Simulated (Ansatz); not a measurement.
This Ansatz 0.2.0 run on GaP needs a look.

File input.yaml:

```yaml
crystal:
  lattice:
    - [0.0, 2.72525, 2.72525]
    - [2.72525, 0.0, 2.72525]
    - [2.72525, 2.72525, 0.0]
  atoms:
    - { symbol: Ga, position: [0.0, 0.0, 0.0] }
    - { symbol: P, position: [0.75, 0.75, 0.75] }
hamiltonian:
  xc: rpbe
  pseudopotentials: { kind: nc, source: spms }
kpoints:
  mp_grid: { grid: [8, 8, 8] }
scf:
  occupations: { method: gaussian, width: 0.05 }
  max_iter: 3
output:
  forces: true
  stress: true
  eigenvalues: true
  xc_energy_on_converged_density: [lda, pbe, pbesol, revpbe, blyp, r2scan]
```

Potentials or basis: SPMS NC.

Run with:

```console
$ ansatz run input.yaml --threads 1 --pin off --max-ram 2560MiB --backend cpu --events-out ev --progress --plain --runs-dir out
```

Output:

```text
Warning: RAYON_NUM_THREADS=1 ignored (pool sized by the plan → 1); use --threads N
[... 30 lines left out ...]
Error: did not converge after 3 iterations: dr2 = 1.01e-2 (threshold 1.00e-7), under the density mixer `msr1`, which `scf.mixing.algorithm: auto` chose by the deck's other keys (type `scf.mixing.algorithm: msr1` to keep it); raise `scf.max_iter`, which need not help a stalled SCF, or adjust the mixing (`scf.mixing`) or, under a smearing, its width (`scf.occupations.width`, in either direction: another width is another result); this SCF holds its density and magnetisation to the symmetry operations that it keeps, and cannot end on a state that breaks one of them: if the state sought breaks one, re-run with `crystal.symmetry.detect: false`, without `crystal.symmetry.time_reversal: true`, on a non-collinear deck whose state breaks time reversal, with `crystal.symmetry.time_reversal: false` beside it (there exact exchange or a DFT+U term alone can polarise the run; a magnetic state wants starting moments), where the deck allows it (that run may end on another state, and need not converge either); this run sums exchange and correlation on more points than the dense box has (`basis.xc_grid`), where a deck that converges on the dense box may not converge: try another level (where the key is left out runs that use forces, runs that use the stress, dielectric runs by a finite field, finite-displacement phonons, runs of phonons.displacement_patterns under a GGA or a meta-GGA, phonons by method: dfpt, dielectric runs by the response, runs on support functions, runs on PAW files under a meta-GGA or a hybrid on one, runs at kind: all_electron or under a hybrid on a GGA, runs under a text's formulas of a gradient, and runs on PAW files that evaluate rPW86 or Becke's exchange or LYP's correlation can take a finer level, which can go by the root key accuracy; a number is taken as typed), or, where it is served, `1`, the dense box, on which forces and the stress change with where the atoms sit on the grid; a lower level also moves a field's Born charges, by the response (dielectric, § Limitations, in the input reference) or by a finite field; under a meta-GGA, try another mixer (`scf.mixing.algorithm: anderson` or `broyden`); mind that the stability of the state on which such a run converges can go unchecked at the default of `scf.lower_state_search`; see `basis.xc_grid`, Limitations — the other mixer that `auto` picks from is left to try (`scf.mixing.algorithm: broyden`); it can need more iterations, either can converge an SCF that the other leaves open, and the two can end on different states; the input reference at `scf.mixing.algorithm` says more, and from which start to try it
```

Task: What happened, and what is wrong with the input?

Result: No converged result was reached. The input holds a flaw that was put in on purpose: too few SCF iterations.
